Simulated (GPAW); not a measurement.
FeO (Wuestite):

```
CELL_PARAMETERS angstrom
0.00000 2.15540 2.15540
2.15540 0.00000 2.15540
2.15540 2.15540 0.00000
ATOMIC_POSITIONS crystal
Fe 0.00000 0.00000 0.00000
O 0.50000 0.50000 0.50000
```

Program: GPAW 26.7.0. Alike in all runs: spin collinear, ferromagnetic start; cell as given; cutoff (eV) 800.

Problem. Order these runs on this cell by their pressure, lowest first.
A. level r2SCAN; potentials or basis GPAW PAW data sets (gpaw-data 1.2.1), pw; k mesh 9 × 9 × 9; smearing fermi-dirac 0.05 eV; band path GXWKGLUWLK,UX; band points 60
B. level PBE; potentials or basis GPAW PAW data sets (gpaw-data 1.2.1), pw; k mesh 11 × 11 × 11; smearing gaussian 0.02 eV
C. level LDA; potentials or basis PAW data sets generated in the run's folder for this functional, pw; k mesh 9 × 9 × 9; smearing fermi-dirac 0.05 eV; band path GXWKGLUWLK,UX; band points 100
D. level BLYP; potentials or basis PAW data sets generated in the run's folder for this functional, pw; k mesh 11 × 11 × 11; smearing fermi-dirac 0.05 eV; eigensolver davidson; band path GXWKGLUWLK,UX; band points 80

Solution. C (-15.4 GPa), A (-4.8 GPa), B (0.8 GPa), D (6.2 GPa).

Caveats: a cell with one magnetic atom can't hold antiferromagnetic order, which such compounds often take; so large a pressure means that the cell lies far from this level's equilibrium, or that cutoff or potentials fall short (some runs); the PAW data sets were made with another functional, which shifts forces and pressure a little (some runs).

Not every run made on this cell is shown here.
